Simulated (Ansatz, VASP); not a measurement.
# One calculation of Ga4S, two programs

Contents of INCAR:

```
PREC = Accurate
ENCUT = 600
EDIFF = 1E-6
ISMEAR = 0
SIGMA = 0.1
LREAL = F
LASPH = T
NELM = 100
ALGO = Normal
ISIF = 3
LWAVE = F
LCHARG = F
GGA = PE
IBRION = 2
NSW = 100
EDIFFG = -0.01
```

Contents of KPOINTS:

```
Automatic mesh
0
Gamma
  8 8 8
```

The input POSCAR:

```
Ga4S
1.0
    4.9939600339      0.0000000000      0.0000000000
    0.0000000000      4.9939600339      0.0000000000
    0.0000000000      0.0000000000      4.9939600339
Ga S
4 1
Direct
    0.0000000000      0.0000000000      0.0000000000
    0.5000000000      0.5000000000      0.0000000000
    0.5000000000      0.0000000000      0.5000000000
    0.0000000000      0.5000000000      0.5000000000
    0.5000000000      0.5000000000      0.5000000000
```

Input for Ansatz:

```yaml
crystal:
  lattice:
    - [4.9939600339, 0.0, 0.0]
    - [0.0, 4.9939600339, 0.0]
    - [0.0, 0.0, 4.9939600339]
  atoms:
    - { symbol: Ga, position: [0.0, 0.0, 0.0] }
    - { symbol: Ga, position: [0.5, 0.5, 0.0] }
    - { symbol: Ga, position: [0.5, 0.0, 0.5] }
    - { symbol: Ga, position: [0.0, 0.5, 0.5] }
    - { symbol: S, position: [0.5, 0.5, 0.5] }
basis:
  ecutwfc: 420
kpoints:
  mp_grid: { grid: [8, 8, 8] }
hamiltonian:
  xc: pbe
scf:
  occupations: { method: gaussian, width: 0.1 }
output:
  forces: true
  stress: true
  eigenvalues: true
  write_density: true
  write_potential: true
  elf: true
  volumetric_format: npy
relax:
  adjacent_minimum: "off"
  f_tol: 0.01
  max_steps: 80
  cell: { stress_tol: 0.05 }
```

Change from the starting cell: species swapped into the Mn4N type (Pm-3m, No. 221).

Alike in both runs: task relaxation of cell and atoms; functional PBE; k mesh 8 × 8 × 8; occupations gaussian, width 0.1 eV; no spin polarisation.

```csv
,VASP,Ansatz
version,VASP 6.6.1,Ansatz 0.2.0
potentials or method,"VASP PAW PBE potentials, release 64 (Ga_d, S)","scalar-relativistic, plane waves, PAW"
plane-wave cutoff (eV),600,420
valence electrons in the cell,58,58
```

|  | VASP | Ansatz | Ansatz less VASP |
| --- | --- | --- | --- |
| gap on the k mesh at the Fermi level, each at its own relaxed structure (eV) | none | none | - |
| relaxed volume (Å³/atom) | 24.91 | 24.91 | 0.000 |
| relaxed cell length with the largest relative difference (Å) | 4.994 | 4.994 | 0.0000 |

A gap of «none» marks a metal or a gap that the smearing closes.

Caveats: the relaxation stopped at its first step, so nothing moved.
